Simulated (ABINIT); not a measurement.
Au:

```xyz
2
Lattice="2.9000 0.0000 0.0000 -1.4500 2.5115 0.0000 0.0000 0.0000 4.8800" Properties=species:S:1:pos:R:3 pbc="T T T"
Au    1.4500    0.8372    1.2200
Au    0.0000    1.6743    3.6600
```

This isn't the form of Au at room conditions, which is fcc.

- Program: ABINIT 10.8.3 (patched build)
- Task: relaxation of cell and atoms
- Functional: BLYP
- Potentials or basis: JTH PAW PBE v2.0
- Cutoff: 653 eV
- k mesh: 11 × 11 × 6
- Occupations: fermi-dirac, width 0.05 eV
- Spin: no spin polarisation

At the start: pressure 12.7 GPa; volume 17.77 Å³/atom.

Where does the relaxation end?

Over 7 steps the energy falls by 62.3 meV/atom and the volume is 19.54 Å³/atom (+9.9 %); space group P6_3/mmc (No. 194, to 0.05 Å).

Step by step:
```
step  energy change (eV)  largest force (eV/Å)  pressure (GPa)  volume (Å³)
   1              0.0000                0.0000           12.73        35.54
   2             -0.0837                0.0000            6.63        36.94
   3             -0.1229                0.0000            1.02        38.65
   4             -0.1242                0.0000            0.11        38.99
   5             -0.1243                0.0000           -0.04        39.05
   6             -0.1245                0.0000           -0.15        39.10
   7             -0.1246                0.0000           -0.04        39.08
```

Final structure:
```
Au
1.0
     2.98104    0.00000    0.00000
    -1.49052    2.58165    0.00000
     0.00000    0.00000    5.07769
Au
2
Direct
  0.66667 0.33333 0.25000
  0.33333 0.66667 0.75000
```

Caveat: the PAW data sets were made with another functional, which shifts forces and pressure a little.
